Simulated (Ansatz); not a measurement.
The cell is COD entry 1532890, as deposited and not checked against the literature; nothing was relaxed.

An input for Rb and the output that it gave: DFT, PBE, all-electron LAPW, scalar-relativistic (Ansatz 0.2.0).

```yaml
crystal:
  lattice:
    - [5.74, 0.0, 0.0]
    - [0.0, 4.64, 0.0]
    - [0.0, 0.0, 12.38]
  atoms:
    - { symbol: Rb, position: [0.047, 0.25, 0.893] }
    - { symbol: Rb, position: [0.453, 0.75, 0.393] }
    - { symbol: Rb, position: [0.547, 0.25, 0.607] }
    - { symbol: Rb, position: [0.953, 0.75, 0.107] }
kpoints:
  mp_grid: { grid: [6, 7, 3] }
  band_path:
    path:
      - [0.0, 0.0, 0.0]
      - [0.5, 0.0, 0.0]
      - [0.5, 0.5, 0.0]
      - [0.0, 0.5, 0.0]
      - [0.0, 0.0, 0.0]
      - [0.0, 0.0, 0.5]
      - [0.5, 0.0, 0.5]
      - [0.5, 0.5, 0.5]
      - [0.0, 0.5, 0.5]
    npoints: 8
scf:
  occupations: { method: fermi_dirac, width: 0.08 }
hamiltonian:
  xc: pbe
  pseudopotentials: { kind: all_electron, lapw: { basis_error: 0.001 } }
output:
  forces: true
  stress: true
  eigenvalues: true
  populations: true
  dos: { projected: true, de: 0.2, e_range: [-14, 8] }
```

What the program printed:

```
Rb: projections on atomic orbitals take those of the free atom 1s2 2s2 2p6 3s2 3p6 3d10 4s2 4p6 5s1, of charge +0.00 (hamiltonian.pseudopotentials.projection_atoms)
LAPW: plane waves up to 5.412 Å⁻¹, error target 1.0e-3 eV per atom; small_component_spin mean_spin; Rb in spheres of 1.781 Å, 19 of its electrons in bands, Dirac shells []
Engine: ansatz 0.2.0
Pseudopotentials: kind: all_electron
Pseudopotential: Rb, LAPW, valence charge 19, Koelling and Harmon's equation, gaussian nucleus
Functional definition: PBE
  parameter kappa = 0.804
  parameter beta = 0.06672455060314922
  exchange = pbe_x(kappa = kappa, mu = beta*pi^2/3)
  correlation = pbe_c(beta = beta)
Crystal: 4 atoms, lattice volume = 329.724 Å³
Basis set: ecut = 111.6128225323833 eV, 875 PW (Γ), exchange–correlation at level 2
Bands: 46, of which v1, the nominal top of the filled ones, is band 38 counted from 1 (37 counted from 0)
Symmetry: 8 space group operations
Space group: Pnma (ITA 62), of the structure as read, at distance tolerance 6.9e-5 Å
k-points: 32 of 126
Non-local potential: Rb, projectors of the file, none
Initial density: superposition of atomic densities (chi_scale 0.1, normalization cell)
Initial wavefunctions: plane waves of lowest kinetic energy (no species holds an atomic orbital)
Functional: x = pbe(κ = 0.804, μ = 0.2195149727645171), c = pbe(β = 0.06672455060314922)
iter 1 solved again at ethr=1.10e-4 eV; its pass at ethr=1.00e-1 eV (dr2=8.40e-2 eV) is discarded
SCF iter   1: F=—  HF=-324489.123385 eV  |F-HF|=—  |Δ(HF+E_count)|=         —  Δρ=2.51e-3  dr2=8.39e-2  ethr=1.10e-4  ⟨swp⟩=3.3  Hψ=9187  notcnv=0
preconditioner: auto → LDOS  [metal: Δε(μ)=0.082 eV  Ē_g=2.187 eV  σ=0.080 eV  W_gap=0.24  n_scr=56 (ndim 8)  ℏωp=4.1 eV  f_vac=0.273  D(μ)=3.37/eV (n_scr^D=12)  β→1.0]
SCF iter   2: F=—  HF=-324489.098947 eV  |F-HF|=—  |Δ(HF+E_count)|=   2.44e-2  Δρ=9.75e-4  dr2=1.65e-2  ethr=1.10e-4  ⟨swp⟩=3.0  Hψ=4979  notcnv=0
SCF iter   3: F=—  HF=-324489.096608 eV  |F-HF|=—  |Δ(HF+E_count)|=   2.34e-3  Δρ=6.28e-4  dr2=4.53e-3  ethr=2.17e-5  ⟨swp⟩=3.0  Hψ=4997  notcnv=0
iter 4 solved again at ethr=3.90e-7 eV; its pass at ethr=5.96e-6 eV (dr2=2.96e-4 eV) is discarded
SCF iter   4: F=—  HF=-324489.094012 eV  |F-HF|=—  |Δ(HF+E_count)|=         —  Δρ=1.63e-4  dr2=2.97e-4  ethr=3.90e-7  ⟨swp⟩=2.0  Hψ=8042  notcnv=0
the basis was enlarged: its passes take 114.4 KiB over the memory plan, 1 of 1 planned eigensolver slots
SCF iter   5: F=—  HF=-324489.094121 eV  |F-HF|=—  |Δ(HF+E_count)|=   1.09e-4  Δρ=6.06e-5  dr2=3.66e-5  ethr=3.90e-7  ⟨swp⟩=3.0  Hψ=4994  notcnv=0
SCF iter   6: F=—  HF=-324489.094163 eV  |F-HF|=—  |Δ(HF+E_count)|=   4.21e-5  Δρ=1.08e-5  dr2=1.06e-6  ethr=4.81e-8  ⟨swp⟩=3.1  Hψ=4997  notcnv=0
SCF iter   7: F=—  HF=-324489.094164 eV  |F-HF|=—  |Δ(HF+E_count)|=   7.29e-7  Δρ=4.25e-6  dr2=2.23e-7  ethr=1.40e-9  ⟨swp⟩=3.4  Hψ=5016  notcnv=0
SCF iter   8: F=-324489.094164 eV  HF=-324489.094164 eV  |F-HF|=2.28e-8  |Δ(HF+E_count)|=   4.21e-8  Δρ=1.66e-6  dr2=2.83e-8  ethr=2.94e-10  ⟨swp⟩=3.0  Hψ=4994  notcnv=0
SCF 1 converged in 8 iterations: F = -324489.094164 eV  dr2 = 2.83e-8
the search or the solves at the SCF's close seem to have found levels that the self-consistency loop had missed (the run counts 1). By its estimate they hold under 1e-12 electrons; where the run keeps them, the occupations were computed again with them
NSCF: frozen V_eff on 65 k-points
SCF converged after 8 iterations
Free energy (F): -324489.094164 eV
Harris-Foulkes:  -324489.094164 eV  (|F-HF|=2.28e-8)
Internal energy: -324489.022378 eV  (E = F + TS)
E sigma→0 (E₀):  -324489.058271 eV
Entropy (-TS):   -0.071786 eV (-17.946 meV/atom)
Fermi energy:    3.119806 eV
--- Per-component energies (eV) ---
  E_band       = -4377.279088
  E_kinetic    = 333619.150812
  E_xc         = -10975.233433
  E_electrostatic = -647132.939758  (all electrons and nuclei)
  E_smearing   = -0.071786  (= −TS)
  E_closure    = 0.000000  (closes the sum)
  E_atoms      = -324486.799071  (free atoms, spherical and without spin; not in F)
  Σ components = -324489.094164   (vs F -324489.094164, Δ=0.00e0)
  Basis errors (estimates in eV, not in F): energy 5.7e-4 per atom: plane waves 5.5e-4 (3.3e-4 summed), levels above the bands 1.8e-15, relativity 4.1e-8, radial functions 1.4e-5, core shells 1.2e-6; eigenvalues (radial functions only) 7.9e-7; not estimated: angular momenta, meshes, grids; target (lapw.basis_error) 1.0e-3; muffin-tin radii Rb 1.781 Å
--- Forces (eV/Å), atoms counted from 1 ---
  atom   1  Rb     0.20159182     0.00000000    -0.73658494
  atom   2  Rb    -0.20159182     0.00000000    -0.73658494
  atom   3  Rb     0.20159182     0.00000000     0.73658494
  atom   4  Rb    -0.20159182    -0.00000000     0.73658494
  max |Σ_I F_I| component: 2.78e-17 eV/Å
--- Stress (GPa, compression-positive) ---
       -0.565187      -0.000000       0.000000
       -0.000000       1.856218       0.000000
        0.000000       0.000000       2.075572
  P = ⅓ Tr σ = 1.1222 GPa (11.222 kbar)
--- Band table (eV; the first three rows and the last of 32) ---
  k-point 0: bands = ["-98.2246", "-98.2246", "-98.2246", "-98.2246", "-98.2245", "-98.2245", "-98.2245", "-98.2245", "-98.2172", "-98.2172", "-98.2172", "-98.2172", "-98.2156", "-98.2156", "-98.2156", "-98.2156", "-98.2137", "-98.2137", "-98.2137", "-98.2137", "-26.2844", "-26.2795", "-26.1870", "-26.1820", "-10.6799", "-10.6194", "-10.4839", "-10.4736", "-10.3492", "-10.3138", "-10.2145", "-10.1764", "-10.1662", "-10.1325", "-10.1210", "-10.0963", "0.9958", "2.1205", "2.2564", "3.8593", "4.4380", "4.5397", "4.9648", "5.0824", "5.5465", "5.7597"]
  k-point 1: bands = ["-98.2246", "-98.2246", "-98.2246", "-98.2246", "-98.2245", "-98.2245", "-98.2245", "-98.2245", "-98.2172", "-98.2172", "-98.2172", "-98.2172", "-98.2156", "-98.2156", "-98.2156", "-98.2156", "-98.2137", "-98.2137", "-98.2137", "-98.2137", "-26.2832", "-26.2808", "-26.1857", "-26.1832", "-10.6663", "-10.6362", "-10.4813", "-10.4762", "-10.3413", "-10.3237", "-10.2050", "-10.1854", "-10.1459", "-10.1296", "-10.1238", "-10.1117", "1.1394", "1.5530", "2.9274", "3.5696", "4.5401", "4.6813", "4.7457", "5.0979", "5.5255", "5.6988"]
  k-point 2: bands = ["-98.2246", "-98.2246", "-98.2246", "-98.2246", "-98.2245", "-98.2245", "-98.2245", "-98.2245", "-98.2172", "-98.2172", "-98.2172", "-98.2172", "-98.2156", "-98.2156", "-98.2156", "-98.2156", "-98.2137", "-98.2137", "-98.2137", "-98.2137", "-26.2788", "-26.2739", "-26.1911", "-26.1861", "-10.6820", "-10.6255", "-10.5336", "-10.5160", "-10.3403", "-10.3047", "-10.2189", "-10.1813", "-10.1432", "-10.1429", "-10.1263", "-10.0805", "1.1865", "2.2990", "2.3979", "4.0678", "4.5565", "4.6143", "5.0413", "5.1845", "5.6034", "5.6535"]
  k-point 31: bands = ["-98.2246", "-98.2246", "-98.2246", "-98.2246", "-98.2245", "-98.2245", "-98.2245", "-98.2245", "-98.2172", "-98.2172", "-98.2172", "-98.2172", "-98.2156", "-98.2156", "-98.2156", "-98.2156", "-98.2137", "-98.2137", "-98.2137", "-98.2137", "-26.2400", "-26.2400", "-26.2183", "-26.2183", "-10.6830", "-10.6830", "-10.6687", "-10.6687", "-10.2815", "-10.2815", "-10.2503", "-10.2503", "-10.1214", "-10.1214", "-10.0960", "-10.0960", "3.5543", "3.5543", "3.7914", "3.7914", "4.2624", "4.2624", "4.6424", "4.6424", "5.2110", "5.2110"]
--- Löwdin populations: 4 sites ---
  site symbol       q [e]
     0     Rb     36.9266
     1     Rb     36.9266
     2     Rb     36.9266
     3     Rb     36.9266
  spilling = 0.001984 (of n_electrons = 148.000000)
```
